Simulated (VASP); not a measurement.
Here is a VASP 6.6.1 calculation.

File INCAR:

```
SYSTEM = Cr
PREC     = Accurate       ! precision mode
ENCUT    = 520            ! plane-wave cutoff, eV
EDIFF    = 1E-7           ! SCF threshold, eV
ISMEAR   = 0              ! smearing method
SIGMA    = 0.1            ! smearing width, eV
LREAL    = .FALSE.        ! projectors in reciprocal space
LASPH    = .TRUE.         ! aspherical terms in the spheres
NELM     = 100            ! most SCF steps
ALGO     = Fast           ! electronic algorithm
ISIF     = 2              ! what is computed and relaxed
LWAVE    = .FALSE.        ! write WAVECAR
LCHARG   = .FALSE.        ! write CHGCAR
GGA      = PS             ! functional
NBANDS   = 32             ! bands
```

File KPOINTS:

```
regular mesh
0
G
  6 6 2
  0 0 0
```

The input POSCAR:

```
Cr
1.0
    3.7498705517      0.0000000000      0.0000000000
   -1.8749352759      3.2474831587      0.0000000000
    0.0000000000      0.0000000000      4.3705576670
Cr
4
Direct
    0.0000000000      0.0000000000      0.2500000000
    0.0000000000      0.0000000000      0.7500000000
    0.3333333333      0.6666666667      0.7500000000
    0.6666666667      0.3333333333      0.2500000000
```

Potentials or basis: VASP PAW PBE potentials, release 64 (Cr_pv).

Run with:

```bash
$ cat potpaw_PBE.64/Cr_pv/POTCAR > POTCAR
$ mpirun -np 1 vasp_std > vasp.out
```

(1) Predict the pressure.

(2) What does it give for the band gap on the k mesh?

Answers

(1) 0.3 GPa.

(2) none (metal or under the smearing width).

Caveat: the k mesh is coarse (spacing up to 0.72 Å⁻¹), so the values aren't converged; the PAW data sets were made with another functional, which shifts forces and pressure a little; the run has no spin polarisation, though such a crystal can be magnetic.
